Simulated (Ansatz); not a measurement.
Crystal: Co.

```
Co
1.0
     2.47056    0.00000    0.00000
    -1.23528    2.13957    0.00000
     0.00000    0.00000    8.08823
Co
4
Cartesian
  1.2353 0.7132 6.0662
  0.0000 0.0000 4.0441
  0.0000 1.4264 2.0221
  0.0000 0.0000 0.0000
```

Base run:

| Quantity | Value |
| --- | --- |
| Program | Ansatz 0.2.0 |
| Functional | RPBE |
| Potentials or basis | Ansatz PAW |
| Cutoff | 420 eV (not typed: the program's choice for these potentials) |
| k mesh | 12 × 12 × 4 |
| Occupations | fermi-dirac, width 0.05 eV |
| Spin | collinear spin, ferromagnetic start |
| Starting moments | [2.0, 2.0, 2.0, 2.0] μB |

Its results: band gap on the k mesh none (metal or under the smearing width); pressure 10.7 GPa; net moment 6.66 μB per cell; site moments Co +1.75, +1.73 μB.

The run is repeated on the same cell with these changes: functional from RPBE to revPBE. What comes out?

Band gap on the k mesh none (metal or under the smearing width); pressure 9.0 GPa; net moment 6.65 μB per cell; site moments Co +1.75, +1.72 μB.

Caveats: the PAW data sets come from PBE, with cores solved anew for the run's functional, which leaves a small shift of forces and pressure.
